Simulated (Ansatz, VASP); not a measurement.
This is a calculation of Ni for Ansatz 0.2.0.

Contents of input.yaml:

```yaml
crystal:
  lattice:
    - [2.4802374197, 0.0, 0.0]
    - [-1.2401187098, 2.1479486129, 0.0]
    - [0.0, 0.0, 4.1264032895]
  atoms:
    - { symbol: Ni, position: [0.6666666667, 0.3333333333, 0.75], spin: 1.0 }
    - { symbol: Ni, position: [0.3333333333, 0.6666666667, 0.25], spin: 1.0 }
kpoints:
  mp_grid: { grid: [12, 12, 7] }
scf:
  occupations: { method: fermi_dirac, width: 0.05 }
hamiltonian:
  xc: lda
  pseudopotentials: { kind: all_electron, lapw: { basis_error: 0.001 } }
magnetization:
  spin_polarized: true
output:
  forces: true
  stress: true
  eigenvalues: true
```

Potentials or basis: all-electron LAPW, scalar-relativistic.

Command:

```sh
$ ansatz run input.yaml --threads 2 --pin off --max-ram 6144MiB --backend cpu --events-out ev --progress --plain --runs-dir out
```

Question: Translate it to VASP 6.6.1. Potentials there: VASP PAW LDA potentials, release 64 (Ni).

Answer: As run (the cutoff follows the program's own potentials):

File INCAR:

```
SYSTEM = Ni
  PREC = Accurate
  ENCUT = 520
  EDIFF = 1E-6
  ISMEAR = -1
  SIGMA = 0.05
  LREAL = .False.
  LASPH = .True.
  NELM = 150
  ALGO = Fast
  ISIF = 2
  LWAVE = .False.
  LCHARG = .True.
  ISPIN = 2
  MAGMOM = 1 1
  LORBIT = 11
  LMAXMIX = 4
  GGA = CA
  LELF = .True.
  LVHAR = .True.
  NBANDS = 21
```

The input KPOINTS:

```
regular mesh
0
Gamma
  12 12 7
  0 0 0
```

File POSCAR:

```
Ni
1.0
    2.4802374197      0.0000000000      0.0000000000
   -1.2401187098      2.1479486129      0.0000000000
    0.0000000000      0.0000000000      4.1264032895
Ni
2
Direct
    0.6666666667      0.3333333333      0.7500000000
    0.3333333333      0.6666666667      0.2500000000
```

Potentials or basis: VASP PAW LDA potentials, release 64 (Ni).

Run with:

```console
$ cat potpaw_LDA.64/Ni/POTCAR > POTCAR
$ mpirun -np 1 vasp_std > vasp.out
```

Both were run:

|  | VASP | Ansatz | Ansatz less VASP |
| --- | --- | --- | --- |
| gap on the k mesh at the Fermi level (eV) | none | none | - |
| pressure (GPa) | -17.8 | -17.9 | -0.16 |
| largest component of the traceless stress (GPa) | 1.97 | 2.12 | +0.145 |
| net moment per atom (μB) | 0.61 | 0.64 | +0.034 |
| size of the moment on the site where the two differ most (μB) | 0.61 | 0.66 | +0.048 |

Site moments also hang on the region over which each program counts them. A gap of «none» marks a metal or a gap that the smearing closes. Ansatz ran all-electron here, so the differences hold the error of VASP's frozen core and of both bases.

Caveats: so large a pressure means that the cell lies far from this level's equilibrium, or that cutoff or potentials fall short (VASP).
